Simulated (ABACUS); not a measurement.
The system is Au.

```xyz
1
Lattice="0.0000 2.0350 2.0350 2.0350 0.0000 2.0350 2.0350 2.0350 0.0000" Properties=species:S:1:pos:R:3 pbc="T T T"
Au    0.0000    0.0000    0.0000
```

| Property | Result |
| --- | --- |
| Program | ABACUS 3.10.1 |
| Task | relaxation of cell and atoms |
| Functional | PW91 |
| Potentials or basis | Ansatz NC PBE |
| Cutoff | 1034 eV |
| Density cutoff | 4136 eV |
| Basis | plane waves |
| k mesh | 9 × 9 × 9 |
| Occupations | fermi-dirac, width 0.05 eV |
| Spin | no spin polarisation |

At the start: pressure 11.2 GPa; volume 16.85 Å³/atom.

Task: Where does the relaxation end?

Result: Over 6 steps the energy falls by 36.1 meV/atom and the volume is 17.97 Å³/atom (+6.6 %); space group Fm-3m (No. 225, to 0.05 Å).

The path:
```csv
step,energy change (eV),largest force (eV/Å),pressure (GPa),volume (Å³)
1,0.0000,0.0000,11.22,16.85
2,0.0486,0.0000,-11.79,20.02
3,-0.0361,0.0000,-0.33,18.00
4,-0.0361,0.0000,-0.31,18.00
5,-0.0361,0.0000,0.38,17.92
6,-0.0361,0.0000,-0.02,17.97
```

Final structure:
```
Au
1.0
     0.00000    2.07880    2.07880
     2.07880    0.00000    2.07880
     2.07880    2.07880    0.00000
Au
1
Direct
  0.00000 0.00000 0.00000
```

Caveat: the potentials were made for another functional, which shifts forces and pressure.
